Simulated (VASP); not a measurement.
# BaTe (Fm-3m) in VASP: further runs, part 2 of 2

VASP 6.6.1. The steps go on from the part before.

## Step 4: Single point, r2SCAN

File INCAR:

```
SYSTEM = BaTe
ADDGRID  = .FALSE.      
ALGO     = Normal         ! electronic algorithm
EDIFF    = 1E-6           ! SCF threshold, eV
ENCUT    = 250            ! plane-wave cutoff, eV
ISIF     = 2              ! what is computed and relaxed
ISMEAR   = 0              ! smearing method
LASPH    = .TRUE.         ! aspherical terms in the spheres
LCHARG   = .FALSE.        ! write CHGCAR
LMIXTAU  = .TRUE.       
LREAL    = .FALSE.        ! projectors in reciprocal space
LWAVE    = .FALSE.        ! write WAVECAR
METAGGA  = R2SCAN         ! meta-GGA
NELM     = 100            ! most SCF steps
PREC     = Accurate       ! precision mode
SIGMA    = 0.05           ! smearing width, eV
```

File KPOINTS:

```
k-points
0
G
  2 2 2
  0 0 0
```

File POSCAR:

```
BaTe
1.0
    0.0000000000      3.4100000000      3.4100000000
    3.4100000000      0.0000000000      3.4100000000
    3.4100000000      3.4100000000      0.0000000000
Ba Te
1 1
Direct
    0.0000000000      0.0000000000      0.0000000000
    0.5000000000      0.5000000000      0.5000000000
```

Potentials or basis: VASP PAW PBE potentials, release 64 (Ba_sv, Te).

On the command line:

```
$ cat potpaw_PBE.64/Ba_sv/POTCAR potpaw_PBE.64/Te/POTCAR > POTCAR
$ mpirun -np 1 vasp_std > vasp.out
```

OUTCAR:

```text
SYSTEM = BaTe
   EDIFF = 1E-6
   ENCUT = 250
   ISIF = 2
   ISMEAR = 0
   LASPH = .TRUE.
   LREAL = .FALSE.
   METAGGA = R2SCAN
   NELM = 100
   PREC = Accurate

 Found      3 irreducible k-points:

 Following reciprocal coordinates:
            Coordinates               Weight
  0.000000  0.000000  0.000000      1.000000
  0.500000  0.000000  0.000000      4.000000
  0.500000  0.500000  0.000000      3.000000
   k-points           NKPTS =      3   k-points in BZ     NKDIM =      3   number of bands    NBANDS=     12
   number of dos      NEDOS =    301   number of ions     NIONS =      2
   total plane-waves  NPLWV =  21952
   dimension x,y,z NGX =    28 NGY =   28 NGZ =   28
   dimension x,y,z NGXF=    56 NGYF=   56 NGZF=   56
   ions per type =               1   1
   NGX,Y,Z   is equivalent  to a cutoff of   9.65,  9.65,  9.65 a.u.
   NGXF,Y,Z  is equivalent  to a cutoff of  19.30, 19.30, 19.30 a.u.
 SYSTEM =  BaTe
   PREC   = accura    normal or accurate (medium, high low for compatibility)
   ISTART =      0    job   : 0-new  1-cont  2-samecut
   ICHARG =      2    charge: 1-file 2-atom 10-const
   ISPIN  =      1    spin polarized calculation?
   LNONCOLLINEAR =      F non collinear calculations
   LSORBIT =      F    spin-orbit coupling
   LASPH  =      T    aspherical Exc in radial PAW
   ENCUT  =  250.0 eV  18.37 Ry    4.29 a.u.   6.22  6.22  6.22*2*pi/ulx,y,z
   NELM   =    100;   NELMIN=  2; NELMDL= -5     # of ELM steps
   EDIFF  = 0.1E-05   stopping-criterion for ELM
   LREAL  =      F    real-space projection
   EDIFFG = 0.1E-04   stopping-criterion for IOM
   NSW    =      0    number of steps for IOM
   IBRION =     -1    ionic relax: 0-MD 1-quasi-New 2-CG
   NFREE  =      0    steps in history (QN), initial steepest desc. (CG)
   ISIF   =      2    stress and relaxation
   ISYM   =      2    0-nonsym 1-usesym 2-fastsym
   POTIM  = 0.5000    time-step for ionic-motion
   TEBEG  =    0.0;   TEEND  =   0.0 temperature during run
   PSTRESS=    0.0 pullay stress
   NELECT =      16.0000    total number of electrons
   NUPDOWN=      -1.0000    fix difference up-down
   EMIN   =  10.00;   EMAX   =-10.00  energy-range for DOS
   EFERMI =   0.00;   METHOD = LEGACY
   ISMEAR =     0;   SIGMA  =   0.05  broadening in eV -4-tet -1-fermi 0-gaus
   EFERMI_NEDOS =   21; number of points for ismear=-14 and -15
   IALGO  =     38    algorithm
   IMIX   =      4    mixing-type and parameters
     AMIX     =   0.40;   BMIX     =  1.00
     AMIX_MAG =   1.60;   BMIX_MAG =  1.00
  volume/ion in A,a.u.               =      39.65       267.58
  Fermi-wavevector in a.u.,A,eV,Ry     =   0.960175  1.814468 12.543704  0.921936
  Thomas-Fermi vector in A             =   2.089436
   LORBIT       =      0    0 simple, 1 ext, 2 COOP (PROOUT), +10 PAW based schemes
   METAGGA = R2SCAN    functional components
   LHFCALC =     F    Hartree Fock is set to
   AEXX    =    0.0000 exact exchange contribution
   IVDW    =     0    specifies the selected vdW correction
   LEPSILON=     F    determine dielectric tensor
   LRPA    =     F    only Hartree local field effects (RPA)
 non-spin polarized calculation
 Gauss-broadening in eV      SIGMA  =   0.05
  energy-cutoff  :      250.00
  volume of cell :       79.30
 maximum number of plane-waves:       725
 NGX is ok and might be reduce to    28
   NGX = 13   NGY = 13   NGZ = 13

 number of electron      15.9999998 magnetization

 Free energy of the ion-electron system (eV)
  ---------------------------------------------------
  ext. energy  EPLUGINS =         0.00000000
  ---------------------------------------------------
  free energy    TOTEN  =       -55.41637608 eV

  energy without entropy =      -55.41637608  energy(sigma->0) =      -55.41637608

 E-fermi :   3.0190     XC(G=0):  -8.9197

 val. band max:        2.7641251235   @ k =   0.0000   0.0000   0.0000
 cond. band min:       4.2794321886   @ k =   0.5000   0.5000   0.0000
 fundamental gap:      1.5153070651
 Fermi energy:         3.0189712891

 k-point     1 :       0.0000    0.0000    0.0000
  band No.  band energies     occupation
      1     -25.1294      2.00000
      2      -9.8656      2.00000
      3      -9.8656      2.00000
      4      -9.8656      2.00000
      5      -7.1945      2.00000
      6       2.7641      2.00000
      7       2.7641      2.00000
      8       2.7641      2.00000
      9       5.8653      0.00000
     10       5.8653      0.00000
     11       5.8653      0.00000
     12       6.6013      0.00000

 k-point     2 :       0.5000    0.0000    0.0000
  band No.  band energies     occupation
      1     -25.1081      2.00000
      2     -10.4495      2.00000
      3      -9.8772      2.00000
      4      -9.8772      2.00000
      5      -6.1838      2.00000
      6       0.2560      2.00000
      7       1.4290      2.00000
      8       1.4290      2.00000
      9       7.3866      0.00000
     10       8.0517      0.00000
     11       8.1281      0.00000
     12       8.1281      0.00000

 k-point     3 :       0.5000    0.5000    0.0000
  band No.  band energies     occupation
      1     -25.1012      2.00000
      2     -10.1495      2.00000
      3      -9.9791      2.00000
      4      -9.9791      2.00000
      5      -6.9493      2.00000
      6       1.5540      2.00000
      7       2.3636      2.00000
      8       2.3636      2.00000
      9       4.2794      0.00000
     10       7.6447      0.00000
     11       8.3725      0.00000
     12       9.0676      0.00000

------------------------ aborting loop because EDIFF is reached ----------------------------------------

  FORCE on cell =-STRESS in cart. coord.  units (eV):
  Direction    XX          YY          ZZ          XY          YZ          ZX
  --------------------------------------------------------------------------------------
  -------------------------------------------------------------------------------------
  Total        3.2074155      3.2074155      3.2074155      0.0000000     -0.0000000      0.0000000
  in kB       64.7996512     64.7996512     64.7996512      0.0000000     -0.0000000      0.0000000
  external PRESSURE =      64.7996512 kB  Pullay stress =       0.0000000 kB

 VOLUME and BASIS-vectors are now :
 -----------------------------------------------------------------------------
  energy-cutoff  :      250.00
  volume of cell :       79.30
      direct lattice vectors                 reciprocal lattice vectors
     0.000000000  3.410000000  3.410000000    -0.146627566  0.146627566  0.146627566
     3.410000000  0.000000000  3.410000000     0.146627566 -0.146627566  0.146627566
     3.410000000  3.410000000  0.000000000     0.146627566  0.146627566 -0.146627566

 POSITION                                       TOTAL-FORCE (eV/Angst)
 -----------------------------------------------------------------------------------
      0.00000      0.00000      0.00000         0.000000     -0.000000      0.000000
      3.41000      3.41000      3.41000        -0.000000      0.000000     -0.000000
 -----------------------------------------------------------------------------------
    total drift:                                0.000000      0.000000      0.000000

  FREE ENERGIE OF THE ION-ELECTRON SYSTEM (eV)
  ---------------------------------------------------
  free  energy   TOTEN  =       -55.4163760831 eV

  energy  without entropy=      -55.4163760831  energy(sigma->0) =      -55.41637608
```

Wall time 32 s (1 thread of AMD EPYC 7R43 (Zen 3), shared host); peak memory 0.12 GiB.

These settings aren't checked as converged: the numbers below hold their error.

What came out:

| Property | Result |
| --- | --- |
| Free energy | -55.4164 eV |
| Pressure | 6.5 GPa |
| Band gap on the k mesh | 1.52 eV, indirect (least direct gap 1.92 eV) |

Caveat: the k mesh is coarse (spacing up to 0.80 Å⁻¹), so the values aren't converged; the PAW data sets were made with another functional, which shifts forces and pressure a little; spin-orbit coupling is left out, which moves the levels of the heavy elements.

## Step 5: Single point, r2SCAN

INCAR is that of step 4.

KPOINTS is that of step 4.

File POSCAR:

```
BaTe
1.0
    0.0000000000      3.4100000000      3.4100000000
    3.4100000000      0.0000000000      3.4100000000
    3.4100000000      3.4100000000      0.0000000000
Ba Te
1 1
Direct
   -0.0114420000     -0.0073020000      0.0189620000
    0.5174540000      0.4974090000      0.5124580000
```

On the command line:

```
$ cat potpaw_PBE.64/Ba_sv/POTCAR potpaw_PBE.64/Te/POTCAR > POTCAR
$ mpirun -np 1 vasp_std > vasp.out
```

Run time: 48 s. Hardware: 1 thread of AMD EPYC 7R43 (Zen 3), shared host; peak memory 0.12 GiB.

The run converged, but some of its settings lie outside the range that counts as converged, so its numbers aren't taken as properties of the crystal.

Results:

- Free energy: -55.4151 eV
- Pressure: 6.4 GPa
- Largest force: 0.046 eV/Å
- Band gap on the k mesh: 1.58 eV, indirect (least direct gap 1.96 eV)

Caveat: the k mesh is coarse (spacing up to 0.80 Å⁻¹), so the values aren't converged; the PAW data sets were made with another functional, which shifts forces and pressure a little; spin-orbit coupling is left out, which moves the levels of the heavy elements.

## Step 6: For comparison

An earlier run on the cell as given: functional PBE; potentials or basis VASP PAW PBE potentials, release 64 (Ba_sv, Te); cutoff 520 eV; k mesh 7 × 7 × 7; occupations fermi-dirac, width 0.05 eV; no spin polarisation.

- Pressure: 4.2 GPa
- Band gap on the k mesh: 1.38 eV, indirect (least direct gap 1.76 eV)
